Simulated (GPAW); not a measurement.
A run of GPAW 26.7.0 is set up as follows.

run.py

```python
from ase import Atoms
from ase.dft.bandgap import bandgap
from ase.io import write
from ase.units import Bohr, GPa
from gpaw import GPAW, PW
from gpaw.elf import elf_from_dft_calculation

atoms = Atoms(['Ga', 'Ga'],
              cell=[[1.383, -4.0265, 0.0],
                    [1.383, 4.0265, 0.0],
                    [-0.1174474948, 0.0, 3.3299294416]],
              scaled_positions=[[0.131, 0.869, 0.75],
                                [0.869, 0.131, 0.25]],
              pbc=True)

calc = GPAW(mode=PW(600),
            xc='PBE',
            kpts={'size': (10, 10, 8), 'gamma': True},
            occupations={'name': 'fermi-dirac', 'width': 0.05},
            nbands=10,
            convergence={'density': 1e-05, 'energy': 1e-05},
            maxiter=150,
            txt='gpaw.txt')
atoms.calc = calc
energy = atoms.get_potential_energy()
forces = atoms.get_forces()
stress = atoms.get_stress()
calc.write('gs.gpw')
write('result.traj', atoms)
print(f'Energy: {energy:.6f} eV')
print('Forces (eV/A):')
print(forces.round(4))
print('Stress (GPa):', (stress / GPa).round(3))
print('Fermi level:', round(calc.get_fermi_level(), 4), 'eV')
print(f'Gap: {bandgap(calc)[0]:.4f} eV, direct: {bandgap(calc, direct=True)[0]:.4f} eV')

# fields on the real-space grid
write('density.cube', atoms, data=calc.get_pseudo_density() * Bohr**3)
write('potential.cube', atoms, data=calc.get_electrostatic_potential())
write('elf.cube', atoms, data=elf_from_dft_calculation(calc).data)
```

Potentials or basis: GPAW PAW data sets (gpaw-data 1.2.1), pw.

Run with:

```sh
$ OMP_NUM_THREADS=1 python run.py
```

Question: What does it give for the band gap on the k mesh?

Answer: None (metal or under the smearing width).

Question: Estimate the largest force.

Answer: 0.216 eV/Å.

Forces on the atoms (eV/Å):
```
Ga   0.000 -0.216  0.000
Ga   0.000  0.216  0.000
```

Caveat: the program warned that so skewed a cell can give wrong results.
